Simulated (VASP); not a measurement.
Input of a VASP 6.6.1 run:

File INCAR:

```
SYSTEM = CsPbCl3
  PREC = Accurate
  ENCUT = 600
  EDIFF = 1E-7
  ISMEAR = 0
  SIGMA = 0.03
  LREAL = .False.
  LASPH = .True.
  NELM = 80
  ALGO = Normal
  ISIF = 3
  LWAVE = .False.
  LCHARG = .False.
  GGA = PS
  IBRION = 2
  NSW = 90
  EDIFFG = -0.005
  KPAR = 4
```

KPOINTS

```
regular mesh
0
Gamma
  6 6 6
  0 0 0
```

POSCAR

```
CsPbCl3                                 
1.0
    5.6160790491      0.0000000000      0.0000000000
   -0.0000000000      5.6160790491     -0.0000000000
    0.0000000000      0.0000000000      5.6160790491
  Cs              Pb              Cl            
     1     1     3
Direct
     0.0000000000000000    0.0000000000000000    0.0000000000000000
     0.5000000000000000    0.5000000000000000    0.5000000000000000
     0.5000000000000000    0.5000000000000000    0.0000000000000000
     0.0000000000000000    0.5000000000000000    0.5000000000000000
     0.5000000000000000    0.0000000000000000    0.5000000000000000
```

Potentials or basis: VASP PAW PBE potentials, release 64 (Cs_sv, Pb_d, Cl).

Run with:

```bash
$ cat potpaw_PBE.64/Cs_sv/POTCAR potpaw_PBE.64/Pb_d/POTCAR potpaw_PBE.64/Cl/POTCAR > POTCAR
$ mpirun -np 4 vasp_std > vasp.out
```

(1) What does it give for the relaxed cell?

(2) What does it give for the band gap on the k mesh?

## Answers

(1) a = 5.619 Å, b = 5.619 Å, c = 5.619 Å, α = 90.00°, β = 90.00°, γ = 90.00°.

(2) 1.84 eV, direct.

Caveat: spin-orbit coupling is left out, which as a rule narrows the gap of such compounds by several tenths of an eV.
